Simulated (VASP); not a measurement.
# SnO (P4/nmm) in VASP: notebook, part 2 of 2

VASP 6.6.1. The steps go on from the part before.

### 3 Electrostatic potential, LDA

This run uses another cell than the first one, of 16.45 Å³/atom, 0.941 times its volume.

Input file INCAR:

```
SYSTEM = SnO
ALGO     = Normal         ! electronic algorithm
EDIFF    = 1E-6           ! SCF threshold, eV
ENCUT    = 520            ! plane-wave cutoff, eV
GGA      = CA             ! functional
ISIF     = 2              ! what is computed and relaxed
ISMEAR   = 0              ! smearing method
LASPH    = .TRUE.         ! aspherical terms in the spheres
LCHARG   = .TRUE.         ! write CHGCAR
LREAL    = .FALSE.        ! projectors in reciprocal space
LVHAR    = .TRUE.       
LWAVE    = .FALSE.        ! write WAVECAR
NELM     = 100            ! most SCF steps
PREC     = Accurate       ! precision mode
SIGMA    = 0.02           ! smearing width, eV
```

Input file KPOINTS:

```
k-points
0
G
  10 10 8
  0 0 0
```

Input file POSCAR:

```
SnO                                     
1.0
    3.7671399713      0.0000000000     -0.0000000000
   -0.0000000000      3.7671399713     -0.0000000000
   -0.0000000000      0.0000000000      4.6366300730
  Sn              O             
     2     2
Direct
     0.2500000000000000    0.2500000000000000    0.2478702468309708
     0.7500000000000000    0.7500000000000000    0.7521297531690292
     0.7500000000000000    0.2500000000000000    0.0000000000000000
     0.2500000000000000    0.7500000000000000    0.0000000000000000
```

Potentials or basis: VASP PAW LDA potentials, release 64 (Sn_d, O).

Launch:

```console
$ cat potpaw_LDA.64/Sn_d/POTCAR potpaw_LDA.64/O/POTCAR > POTCAR
$ mpirun -np 1 vasp_std > vasp.out
```

OUTCAR:

```text
SYSTEM = SnO
   EDIFF = 1E-6
   ENCUT = 520
   GGA = CA
   ISIF = 2
   ISMEAR = 0
   LASPH = .TRUE.
   LREAL = .FALSE.
   NELM = 100
   PREC = Accurate

 ion  position               nearest neighbor table
   1  0.250  0.250  0.248-   3 2.21   4 2.21   4 2.21   3 2.21   2 3.52   2 3.52   2 3.52   2 3.52
                             2 3.54   2 3.54   2 3.54   2 3.54
   2  0.750  0.750  0.752-   3 2.21   4 2.21   3 2.21   4 2.21   1 3.52   1 3.52   1 3.52   1 3.52
                             1 3.54   1 3.54   1 3.54   1 3.54
   3  0.750  0.250  0.000-   1 2.21   2 2.21   2 2.21   1 2.21
   4  0.250  0.750  0.000-   1 2.21   2 2.21   1 2.21   2 2.21

  LATTYP: Found a simple tetragonal cell.
 ALAT       =     3.7671399713
 C/A-ratio  =     1.2308090775

  Lattice vectors:

 A1 = (   3.7671399713,   0.0000000000,   0.0000000000)
 A2 = (   0.0000000000,   3.7671399713,   0.0000000000)
 A3 = (   0.0000000000,   0.0000000000,   4.6366300730)

Analysis of symmetry for initial positions (statically):
=====================================================================
 Subroutine PRICEL returns:
 Original cell was already a primitive cell.

[... 176 lines left out ...]
 E-fermi :   7.6661     XC(G=0): -11.0172

 val. band max:        7.6652861900   @ k =   0.1000   0.0000   0.0000
 cond. band min:       7.6680778368   @ k =   0.5000   0.5000   0.1250
 fundamental gap:      0.0027916467
 Fermi energy:         7.6660542998

 k-point     1 :       0.0000    0.0000    0.0000
  band No.  band energies     occupation
      1     -14.3698      2.00000
      2     -13.9090      2.00000
      3     -13.9090      2.00000
      4     -13.8895      2.00000
      5     -13.8465      2.00000
      6     -13.8416      2.00000
[... 637 lines left out ...]
     23      11.9314      0.00000
     24      13.0586      0.00000

 [... further k-points ...]

------------------------ aborting loop because EDIFF is reached ----------------------------------------

  FORCE on cell =-STRESS in cart. coord.  units (eV):
  Direction    XX          YY          ZZ          XY          YZ          ZX
  --------------------------------------------------------------------------------------
  -------------------------------------------------------------------------------------
  Total        0.0487223      0.0487223      0.0305559      0.0000000     -0.0000000     -0.0000000
  in kB        1.1863496      1.1863496      0.7440109      0.0000000     -0.0000000     -0.0000000
  external PRESSURE =       1.0389034 kB  Pullay stress =       0.0000000 kB

 VOLUME and BASIS-vectors are now :
 -----------------------------------------------------------------------------
  energy-cutoff  :      520.00
  volume of cell :       65.80
      direct lattice vectors                 reciprocal lattice vectors
     3.767139971  0.000000000  0.000000000     0.265453370  0.000000000  0.000000000
     0.000000000  3.767139971  0.000000000     0.000000000  0.265453370  0.000000000
     0.000000000  0.000000000  4.636630073     0.000000000  0.000000000  0.215673880

 POSITION                                       TOTAL-FORCE (eV/Angst)
 -----------------------------------------------------------------------------------
      0.94178      0.94178      1.14928         0.000000      0.000000     -0.003103
      2.82535      2.82535      3.48735        -0.000000     -0.000000      0.003103
      2.82535      0.94178      0.00000        -0.000000     -0.000000      0.000000
      0.94178      2.82535      0.00000        -0.000000     -0.000000      0.000000
 -----------------------------------------------------------------------------------
    total drift:                                0.000000      0.000000     -0.000000

  FREE ENERGIE OF THE ION-ELECTRON SYSTEM (eV)
  ---------------------------------------------------
  free  energy   TOTEN  =       -25.7313810425 eV

  energy  without entropy=      -25.7312066702  energy(sigma->0) =      -25.73129386
```

Wall time 56 s (1 thread of Intel Xeon 6975P-C (Granite Rapids), shared host); peak memory 0.25 GiB.

Results:

| Property | Result |
| --- | --- |
| Free energy | -25.7314 eV |
| Pressure | 0.1 GPa |
| Largest force | 0.003 eV/Å |
| Band gap on the k mesh | none (metal or under the smearing width) |

Forces on the atoms (eV/Å):
```
Sn   0.000  0.000 -0.003
Sn   0.000  0.000  0.003
O    0.000  0.000  0.000
O    0.000  0.000  0.000
```

Levels at points of the mesh, in eV from the Fermi level:
```tsv
k point	band 17	band 18	band 19	band 20	band 21	band 22	band 23	band 24
(0.00, 0.00, 0.00)	-3.65	-3.33	-3.33	-0.02	2.30	4.45	4.45	4.71
(0.50, 0.00, 0.00)	-5.09	-5.09	-2.96	-2.96	3.37	3.37	5.81	5.81
(0.50, 0.50, 0.00)	-2.64	-2.64	-1.97	-1.97	-0.27	-0.27	4.42	4.42
(0.00, 0.00, 0.50)	-3.35	-3.35	-2.77	-2.32	1.54	2.57	2.57	3.52
(0.50, 0.00, 0.50)	-5.03	-5.03	-1.83	-1.83	2.77	2.77	5.20	5.20
(0.50, 0.50, 0.50)	-2.99	-2.99	-2.64	-2.64	2.20	2.20	4.37	4.37
```
